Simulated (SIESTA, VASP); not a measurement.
This is a calculation of ZrB2 for SIESTA 5.4.2. 

File ZrB2.fdf:

```
SystemName                      ZrB2
SystemLabel                     ZrB2
NumberOfSpecies                 2
NumberOfAtoms                   3
%block ChemicalSpeciesLabel
  1  40 Zr
  2   5 B
%endblock ChemicalSpeciesLabel

LatticeConstant                 1.0 Ang
%block LatticeVectors
     3.1700000000     0.0000000000     0.0000000000
    -1.5850000000     2.7453005300     0.0000000000
     0.0000000000     0.0000000000     3.5330000000
%endblock LatticeVectors
AtomicCoordinatesFormat         Fractional
%block AtomicCoordinatesAndAtomicSpecies
     0.0000000000     0.0000000000     0.0000000000  1  Zr
     0.6666666667     0.3333333333     0.5000000000  2  B
     0.3333333333     0.6666666667     0.5000000000  2  B
%endblock AtomicCoordinatesAndAtomicSpecies

%block kgrid.MonkhorstPack
   10   0   0  0.0
    0  10   0  0.0
    0   0   8  0.0
%endblock kgrid.MonkhorstPack
XC.Functional                   GGA
XC.Authors                      PBEsol
PAO.BasisSize                   DZP
PAO.EnergyShift                 0.003 Ry
Mesh.Cutoff                     800 Ry
OccupationFunction              FD
ElectronicTemperature           0.05 eV
MaxSCFIterations                120
SCF.MustConverge                false
SCF.Mixer.Method                Pulay
SCF.Mixer.Weight                0.25
SCF.Mixer.History               8
SCF.DM.Tolerance                5.0e-05
SCF.H.Tolerance                 1.0e-03 eV
WriteForces                     true
Charge.Mulliken                 end
Charge.Hirshfeld                end
Charge.Voronoi                  end
SaveRho                         true
SaveElectrostaticPotential      true
%block PAO.Basis
  Zr 5
  n=4 0 2
    3.497 0.000
  n=5 0 2
    8.986 0.000
  n=4 1 2
    4.065 0.000
  n=5 1 1
    8.986
  n=4 2 2
    7.326 0.000
%endblock PAO.Basis
```

Potentials or basis: PseudoDojo 0.4 standard (PBEsol files), converted to PSML, two zetas on semicore shells, DZP (energy shift 0.003 Ry; two zetas on semicore shells).

Command:

```sh
$ siesta ZrB2.fdf > ZrB2.out 2>&1
```

Task: Set up the same calculation for VASP 6.6.1. Potentials or basis there: PBE PAW files B, Zr_sv, 520 eV.

Result: As run (cutoffs and basis follow the program's own potentials, and thresholds, step limits or extra output files can differ):

INCAR

```
ALGO     = Normal         # electronic algorithm
EDIFF    = 1E-7           # SCF threshold, eV
ENCUT    = 520            # plane-wave cutoff, eV
GGA      = PS             # functional
ISIF     = 2              # what is computed and relaxed
ISMEAR   = -1             # smearing method
LASPH    = True           # aspherical terms in the spheres
LCHARG   = True           # write CHGCAR
LELF     = True           # ELF
LREAL    = False          # projectors in reciprocal space
LVHAR    = True         
LWAVE    = False          # write WAVECAR
NBANDS   = 16             # bands
NELM     = 80             # most SCF steps
PREC     = Accurate       # precision mode
SIGMA    = 0.05           # smearing width, eV
```

Contents of KPOINTS:

```
k-points
0
Gamma
  10 10 8
```

Contents of POSCAR:

```
ZrB2
1.0
    3.1700000000      0.0000000000      0.0000000000
   -1.5850000000      2.7453005300      0.0000000000
    0.0000000000      0.0000000000      3.5330000000
Zr B
1 2
Direct
    0.0000000000      0.0000000000      0.0000000000
    0.6666666667      0.3333333333      0.5000000000
    0.3333333333      0.6666666667      0.5000000000
```

Potentials or basis: VASP PAW PBE potentials, release 64 (Zr_sv, B).

The run is started by

```bash
$ cat potpaw_PBE.64/Zr_sv/POTCAR potpaw_PBE.64/B/POTCAR > POTCAR
$ mpirun -np 1 vasp_std > vasp.out
```

Both were run:

|  | SIESTA | VASP |
| --- | --- | --- |
| Pressure | -2.8 GPa | -3.8 GPa |

VASP's potentials were made for PBE.

Pressure is positive in compression.
